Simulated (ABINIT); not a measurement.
Crystal: MoS2.

```
Mo S
1.0
     3.22746    0.00000    0.00000
    -1.61373    2.79507    0.00000
     0.00000    0.00000    6.31247
Mo S
1 2
Direct
  0.00000 0.00000 0.50000
  0.66667 0.33333 0.74468
  0.33333 0.66667 0.25532
```

Measurements of this composition are mostly on another form, of space group No. 194.

| Quantity | Value |
| --- | --- |
| Program | ABINIT 10.8.3 (patched build) |
| Task | relaxation of cell and atoms |
| Functional | PBE |
| Dispersion | D2 |
| Potentials or basis | JTH PAW PBE v2.0 |
| Cutoff | 544 eV |
| k mesh | 9 × 9 × 4 |
| Occupations | fermi-dirac, width 0.05 eV |
| Spin | no spin polarisation |

At the start: pressure 0.4 GPa; volume 18.98 Å³/atom.

Task: How do energy, volume and symmetry change on relaxing?

Result: Over 13 steps the energy falls by 7.0 meV/atom and the volume is 18.07 Å³/atom (-4.8 %); space group P-3m1 (No. 164, to 0.05 Å).

Step by step:
```
step  energy change (eV)  largest force (eV/Å)  pressure (GPa)  volume (Å³)
   1              0.0000                0.2928            0.38        56.94
   2             -0.0017                0.2209           -0.05        57.01
   3             -0.0042                0.0678           -0.85        57.02
   4             -0.0055                0.0149           -0.99        56.87
   5             -0.0085                0.0466           -0.81        56.24
   6             -0.0104                0.0376           -0.27        55.62
   7             -0.0118                0.0090            0.29        55.18
   8             -0.0137                0.0758            0.86        54.75
   9             -0.0163                0.1315            1.29        54.29
  10             -0.0191                0.1377            1.13        54.05
  11             -0.0206                0.0671            0.46        54.06
  12             -0.0209                0.0128            0.05        54.19
  13             -0.0209                0.0001           -0.01        54.21
```

Final structure:
```
Mo S
1.0
     3.22489    0.00000    0.00000
    -1.61244    2.79284    0.00000
     0.00000    0.00000    6.01926
Mo S
1 2
Direct
  0.00000 0.00000 0.50000
  0.66667 0.33333 0.75852
  0.33333 0.66667 0.24148
```
